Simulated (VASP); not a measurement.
# InSb3 (Pm-3m) in VASP: notebook

The runs below take InSb3 through single point, with PBE.

Everything below comes from runs of VASP 6.6.1. Logs are shortened: lines on timing, memory, paths and dates and some standing lists are left out, and cuts for length are marked.

## Step 1: The structure

The structure is cubic, space group Pm-3m (No. 221). The conventional cell has a = 5.764 Å, b = 5.764 Å, c = 5.764 Å, α = 90.00°, β = 90.00°, γ = 90.00°. Around In (site symmetry m-3m) lie 6 Sb at 2.88 Å. Sb (site symmetry 4/mmm) is surrounded by 2 In at 2.88 Å.

The cell was built by a generator and needn't be a form met in nature.

## Step 2: Single point, PBE

Contents of INCAR:

```
  PREC = Accurate
  ENCUT = 520
  EDIFF = 1E-6
  ISMEAR = 1
  SIGMA = 0.02
  LREAL = F
  LASPH = T
  NELM = 100
  ALGO = Normal
  ISIF = 2
  LWAVE = F
  LCHARG = F
  GGA = PE
  NBANDS = 22
```

Contents of KPOINTS:

```
Automatic mesh
0
Gamma
  3 3 3
```

Contents of POSCAR:

```
InSb3
1.0
    5.7642296235      0.0000000000      0.0000000000
    0.0000000000      5.7642296235      0.0000000000
    0.0000000000      0.0000000000      5.7642296235
In Sb
1 3
Direct
    0.0000000000      0.0000000000      0.0000000000
    0.5000000000      0.0000000000      0.0000000000
    0.0000000000      0.0000000000      0.5000000000
    0.0000000000      0.5000000000      0.0000000000
```

Potentials or basis: VASP PAW PBE potentials, release 64 (In_d, Sb).

Run with:

```console
$ cat potpaw_PBE.64/In_d/POTCAR potpaw_PBE.64/Sb/POTCAR > POTCAR
$ mpirun -np 1 vasp_std > vasp.out
```

OUTCAR:

```text
PREC = Accurate
   ENCUT = 520
   EDIFF = 1E-6
   ISMEAR = 1
   LREAL = F
   LASPH = T
   NELM = 100
   ISIF = 2
   GGA = PE

 ion  position               nearest neighbor table
   1  0.000  0.000  0.000-   2 2.88   3 2.88   4 2.88   3 2.88   4 2.88   2 2.88
   2  0.500  0.000  0.000-   1 2.88   1 2.88
   3  0.000  0.000  0.500-   1 2.88   1 2.88
   4  0.000  0.500  0.000-   1 2.88   1 2.88

  LATTYP: Found a simple cubic cell.
 ALAT       =     5.7642296235

  Lattice vectors:

 A1 = (   5.7642296235,   0.0000000000,   0.0000000000)
 A2 = (   0.0000000000,   5.7642296235,   0.0000000000)
 A3 = (   0.0000000000,   0.0000000000,   5.7642296235)

Analysis of symmetry for initial positions (statically):
=====================================================================
 Subroutine PRICEL returns:
 Original cell was already a primitive cell.

 Routine SETGRP: Setting up the symmetry group for a
 simple cubic supercell.

 Subroutine GETGRP returns: Found 48 space group operations
 (whereof 48 operations were pure point group operations)
 out of a pool of 48 trial point group operations.

The static configuration has the point symmetry O_h .

Analysis of symmetry for dynamics (positions and initial velocities):
=====================================================================
 Subroutine PRICEL returns:
 Original cell was already a primitive cell.

 Routine SETGRP: Setting up the symmetry group for a
 simple cubic supercell.

 Subroutine GETGRP returns: Found 48 space group operations
 (whereof 48 operations were pure point group operations)
 out of a pool of 48 trial point group operations.

The dynamic configuration has the point symmetry O_h .

 Subroutine INISYM returns: Found 48 space group operations
 (whereof 48 operations are pure point group operations),
 and found     1 'primitive' translations

----------------------------------------------------------------------------------------

                                     Primitive cell

  volume of cell :     191.5243

  direct lattice vectors                    reciprocal lattice vectors
     5.764229624  0.000000000  0.000000000     0.173483720  0.000000000  0.000000000
     0.000000000  5.764229624  0.000000000     0.000000000  0.173483720  0.000000000
     0.000000000  0.000000000  5.764229624     0.000000000  0.000000000  0.173483720

  length of vectors
     5.764229624  5.764229624  5.764229624     0.173483720  0.173483720  0.173483720

  position of ions in fractional coordinates (direct lattice)
     0.000000000  0.000000000  0.000000000
     0.500000000  0.000000000  0.000000000
     0.000000000  0.000000000  0.500000000
     0.000000000  0.500000000  0.000000000

  ion indices of the primitive-cell ions
   primitive index   ion index
                 1           1
                 2           2
                 3           3
                 4           4

----------------------------------------------------------------------------------------

 KPOINTS: Automatic mesh

Automatic generation of k-mesh.
 Grid dimensions read from file:
 generate k-points for:    3    3    3

 Generating k-lattice:

  Cartesian coordinates                     Fractional coordinates (reciprocal lattice)
     0.057827907  0.000000000  0.000000000     0.333333333  0.000000000  0.000000000
     0.000000000  0.057827907  0.000000000     0.000000000  0.333333333  0.000000000
     0.000000000  0.000000000  0.057827907     0.000000000  0.000000000  0.333333333

  Length of vectors
     0.057827907  0.057827907  0.057827907

  Shift w.r.t. Gamma in fractional coordinates (k-lattice)
     0.000000000  0.000000000  0.000000000

 Subroutine IBZKPT returns following result:
 ===========================================

 Found      4 irreducible k-points:

 Following reciprocal coordinates:
            Coordinates               Weight
  0.000000  0.000000  0.000000      1.000000
  0.333333  0.000000  0.000000      6.000000
  0.333333  0.333333  0.000000     12.000000
  0.333333  0.333333  0.333333      8.000000
   k-points           NKPTS =      4   k-points in BZ     NKDIM =      4   number of bands    NBANDS=     22
   number of dos      NEDOS =    301   number of ions     NIONS =      4
   total plane-waves  NPLWV = 110592
   dimension x,y,z NGX =    48 NGY =   48 NGZ =   48
   dimension x,y,z NGXF=    96 NGYF=   96 NGZF=   96
   ions per type =               1   3
   NGX,Y,Z   is equivalent  to a cutoff of  13.84, 13.84, 13.84 a.u.
   NGXF,Y,Z  is equivalent  to a cutoff of  27.69, 27.69, 27.69 a.u.
 SYSTEM =  unknown system
   PREC   = accura    normal or accurate (medium, high low for compatibility)
   ISTART =      0    job   : 0-new  1-cont  2-samecut
   ICHARG =      2    charge: 1-file 2-atom 10-const
   ISPIN  =      1    spin polarized calculation?
   LNONCOLLINEAR =      F non collinear calculations
   LSORBIT =      F    spin-orbit coupling
   LASPH  =      T    aspherical Exc in radial PAW
   ENCUT  =  520.0 eV  38.22 Ry    6.18 a.u.  10.72 10.72 10.72*2*pi/ulx,y,z
   NELM   =    100;   NELMIN=  2; NELMDL= -5     # of ELM steps
   EDIFF  = 0.1E-05   stopping-criterion for ELM
[... 8 lines left out ...]
   TEBEG  =    0.0;   TEEND  =   0.0 temperature during run
   PSTRESS=    0.0 pullay stress
   NELECT =      28.0000    total number of electrons
   NUPDOWN=      -1.0000    fix difference up-down
   EMIN   =  10.00;   EMAX   =-10.00  energy-range for DOS
   EFERMI =   0.00;   METHOD = LEGACY
   ISMEAR =     1;   SIGMA  =   0.02  broadening in eV -4-tet -1-fermi 0-gaus
   EFERMI_NEDOS =   21; number of points for ismear=-14 and -15
   IALGO  =     38    algorithm
   IMIX   =      4    mixing-type and parameters
     AMIX     =   0.40;   BMIX     =  1.00
     AMIX_MAG =   1.60;   BMIX_MAG =  1.00
  volume/ion in A,a.u.               =      47.88       323.12
  Fermi-wavevector in a.u.,A,eV,Ry     =   0.862421  1.629740 10.119616  0.743771
  Thomas-Fermi vector in A             =   1.980221
   LORBIT       =      0    0 simple, 1 ext, 2 COOP (PROOUT), +10 PAW based schemes
   GGA     = PE    functional components
   LHFCALC =     F    Hartree Fock is set to
   AEXX    =    0.0000 exact exchange contribution
   IVDW    =     0    specifies the selected vdW correction
   LEPSILON=     F    determine dielectric tensor
   LRPA    =     F    only Hartree local field effects (RPA)
 non-spin polarized calculation
 Methfessel and Paxton  Order N= 1 SIGMA  =   0.02
  energy-cutoff  :      520.00
  volume of cell :      191.52
 maximum number of plane-waves:      5170
 NGX is ok and might be reduce to    48
   NGX = 21   NGY = 21   NGZ = 21

 number of electron      28.0000000 magnetization

 Free energy of the ion-electron system (eV)
  ---------------------------------------------------
  ext. energy  EPLUGINS =         0.00000000
  ---------------------------------------------------
  free energy    TOTEN  =       -10.92294587 eV

  energy without entropy =      -10.92166435  energy(sigma->0) =      -10.92251869

 E-fermi :   2.1893     XC(G=0):  -7.2671

 val. band max:        2.0696766364   @ k =   0.3333   0.3333   0.0000
 cond. band min:       2.1980111294   @ k =   0.3333   0.3333   0.0000
 fundamental gap:      0.1283344931
 Fermi energy:         2.1892789827

 k-point     1 :       0.0000    0.0000    0.0000
  band No.  band energies     occupation
      1     -12.4242      2.00000
      2     -12.4242      2.00000
      3     -12.2503      2.00000
      4     -12.2503      2.00000
      5     -12.2503      2.00000
      6      -8.0243      2.00000
      7      -5.5188      2.00000
      8      -5.5188      2.00000
      9      -1.1170      2.00000
     10      -1.1170      2.00000
     11      -1.1170      2.00000
     12       0.2456      2.00000
     13       2.5926      0.00000
     14       2.5926      0.00000
     15       2.5926      0.00000
     16       2.9832      0.00000
     17       2.9832      0.00000
     18       2.9832      0.00000
     19       6.3620      0.00000
     20       7.3664      0.00000
     21       7.3664      0.00000
     22       7.3664      0.00000

 k-point     2 :       0.3333    0.0000    0.0000
  band No.  band energies     occupation
      1     -12.4241      2.00000
      2     -12.4107      2.00000
      3     -12.2530      2.00000
      4     -12.2530      2.00000
      5     -12.2503      2.00000
      6      -7.7176      2.00000
      7      -6.2348      2.00000
      8      -5.5022      2.00000
      9      -1.4298      2.00000
     10      -0.9148      2.00000
     11      -0.9148      2.00000
     12       1.3236      2.00000
     13       2.0674      2.00000
     14       2.0674      2.00000
     15       2.2539     -0.00005
     16       2.8509      0.00000
     17       2.8509      0.00000
     18       3.5384      0.00000
     19       7.3168      0.00000
     20       7.5155      0.00000
     21       7.5900      0.00000
     22       8.8066      0.00000

 k-point     3 :       0.3333    0.3333    0.0000
  band No.  band energies     occupation
      1     -12.4176      2.00000
      2     -12.4032      2.00000
      3     -12.2557      2.00000
      4     -12.2530      2.00000
      5     -12.2530      2.00000
      6      -7.3918      2.00000
      7      -6.2917      2.00000
      8      -6.0222      2.00000
      9      -2.5412      2.00000
     10      -0.6956      2.00000
     11       0.6604      2.00000
     12       1.1192      2.00000
     13       1.8101      2.00000
     14       2.0697      2.00000
     15       2.1980      0.33336
     16       2.6356      0.00000
     17       3.5474      0.00000
     18       3.9844      0.00000
     19       7.4238      0.00000
     20       7.9089      0.00000
     21       8.0737      0.00000
     22       8.2266      0.00000

 k-point     4 :       0.3333    0.3333    0.3333
  band No.  band energies     occupation
      1     -12.4032      2.00000
      2     -12.4032      2.00000
      3     -12.2557      2.00000
      4     -12.2557      2.00000
      5     -12.2557      2.00000
      6      -7.0780      2.00000
      7      -6.2611      2.00000
      8      -6.2611      2.00000
      9      -3.8285      2.00000
     10       0.6643      2.00000
     11       0.7296      2.00000
     12       0.7296      2.00000
     13       1.7037      2.00000
     14       1.7037      2.00000
     15       3.5529      0.00000
     16       3.5807      0.00000
     17       3.5807      0.00000
     18       4.1278      0.00000
     19       6.5998      0.00000
     20       7.3472      0.00000
     21       7.3472      0.00000
     22       7.9382      0.00000

------------------------ aborting loop because EDIFF is reached ----------------------------------------

  FORCE on cell =-STRESS in cart. coord.  units (eV):
  Direction    XX          YY          ZZ          XY          YZ          ZX
  --------------------------------------------------------------------------------------
  -------------------------------------------------------------------------------------
  Total       -0.0498056     -0.0498056     -0.0498056      0.0000000      0.0000000      0.0000000
  in kB       -0.4166434     -0.4166434     -0.4166434      0.0000000      0.0000000      0.0000000
  external PRESSURE =      -0.4166434 kB  Pullay stress =       0.0000000 kB

 VOLUME and BASIS-vectors are now :
 -----------------------------------------------------------------------------
  energy-cutoff  :      520.00
  volume of cell :      191.52
      direct lattice vectors                 reciprocal lattice vectors
     5.764229624  0.000000000  0.000000000     0.173483720  0.000000000  0.000000000
     0.000000000  5.764229624  0.000000000     0.000000000  0.173483720  0.000000000
     0.000000000  0.000000000  5.764229624     0.000000000  0.000000000  0.173483720

 POSITION                                       TOTAL-FORCE (eV/Angst)
 -----------------------------------------------------------------------------------
      0.00000      0.00000      0.00000         0.000000      0.000000      0.000000
      2.88211      0.00000      0.00000         0.000000      0.000000      0.000000
      0.00000      0.00000      2.88211         0.000000      0.000000      0.000000
      0.00000      2.88211      0.00000         0.000000      0.000000      0.000000
 -----------------------------------------------------------------------------------
    total drift:                                0.000000      0.000000      0.000000

  FREE ENERGIE OF THE ION-ELECTRON SYSTEM (eV)
  ---------------------------------------------------
  free  energy   TOTEN  =       -10.9229458677 eV

  energy  without entropy=      -10.9216643483  energy(sigma->0) =      -10.92251869
```

It took 34 s on 1 thread of Intel Xeon Platinum 8488C (Sapphire Rapids), shared host; peak memory 0.3 GiB.

What came out:

| Property | Result |
| --- | --- |
| Free energy | -10.9229 eV |
| Pressure | 0.0 GPa |
| Band gap on the k mesh | none (metal or under the smearing width) |

Caveat: the k mesh is coarse (spacing up to 0.36 Å⁻¹), so the values aren't converged. The run has no spin-orbit coupling, so splittings on Sb are missing.

## Step 3: Single point, PBE

This run uses another cell than the first one, of 26.98 Å³/atom, 0.563 times its volume.

Contents of INCAR:

```
PREC = Accurate ; ENCUT = 520
EDIFF = 1E-7 ; ISMEAR = 1
SIGMA = 0.02 ; LREAL = False
LASPH = True ; NELM = 100
ALGO = Normal ; ISIF = 2
LWAVE = False ; LCHARG = False
GGA = PE ; NBANDS = 22
```

Contents of KPOINTS:

```
Automatic mesh
0
Gamma
  4 4 4
```

Contents of POSCAR:

```
InSb3
1.0
    0.0000000000      3.7788570778      3.7788570778
    3.7788570778      0.0000000000      3.7788570778
    3.7788570778      3.7788570778      0.0000000000
In Sb
1 3
Direct
    0.0000000000      0.0000000000      0.0000000000
    0.5000000000      0.5000000000      0.5000000000
    0.2500000000      0.2500000000      0.2500000000
    0.7500000000      0.7500000000      0.7500000000
```

Potentials or basis: VASP PAW PBE potentials, release 64 (In_d, Sb).

Run with:

```console
$ cat potpaw_PBE.64/In_d/POTCAR potpaw_PBE.64/Sb/POTCAR > POTCAR
$ mpirun -np 1 vasp_std > vasp.out
```

Wall time 26 s (1 thread of Intel Xeon Platinum 8488C (Sapphire Rapids), shared host); peak memory 0.23 GiB.

It converged, with:

```yaml
Free_energy: -14.0657 eV
Pressure: -1.0 GPa
Band_gap_on_the_k_mesh: none (metal or under the smearing width)
```

Levels at points of the mesh, in eV from the Fermi level:
| k point | band 11 | band 12 | band 13 | band 14 | band 15 | band 16 | band 17 | band 18 |
| --- | --- | --- | --- | --- | --- | --- | --- | --- |
| (0.00, 0.00, 0.00) | -2.50 | -2.40 | -2.40 | -2.40 | -2.23 | -0.68 | -0.68 | -0.68 |
| (0.50, 0.00, 0.00) | -3.46 | -2.63 | -2.63 | -0.21 | -0.05 | 1.96 | 1.96 | 3.09 |
| (0.50, 0.50, 0.00) | -5.11 | 0.39 | 0.91 | 0.91 | 1.31 | 1.74 | 1.85 | 1.85 |

Spin-orbit coupling is left out, which matters for the levels of Sb.
